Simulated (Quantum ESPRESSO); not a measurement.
## CdO (Monteponite): equation of state with PBE

The system is CdO (Monteponite).

```
Cd O
1.0
     0.00000    2.34950    2.34950
     2.34950    0.00000    2.34950
     2.34950    2.34950    0.00000
Cd O
1 1
Direct
  0.00000 0.00000 0.00000
  0.50000 0.50000 0.50000
```

```
Program             : Quantum ESPRESSO 7.5
Task                : equation of state
Functional          : PBE
Potentials or basis : GBRV 1.5 PBE
Cutoff              : 612 eV
Density cutoff      : 4898 eV
k mesh              : 10 × 10 × 10
Occupations         : fermi-dirac, width 0.05 eV
Spin                : no spin polarisation
Mixing beta         : 0.5
Most SCF iterations : 120
SCF threshold       : 4e-10 Ry
```

```
Equilibrium volume                      : 13.65 Å³/atom
Bulk modulus                            : 126 GPa
Pressure derivative of the bulk modulus : 4.8
```

Energy against volume, from the lowest point:
```csv
volume (Å³/atom),energy (meV/atom)
12.191,76.26
12.451,49.48
12.710,29.16
12.970,14.63
13.229,5.28
13.488,0.57
13.748,0.00
```

All runs of the series together: 83 s on 1 thread of Arm Neoverse V2, on a shared host.

PBE usually gives volumes a little too large and moduli too small. Zero-point motion and thermal expansion aren't in these numbers.
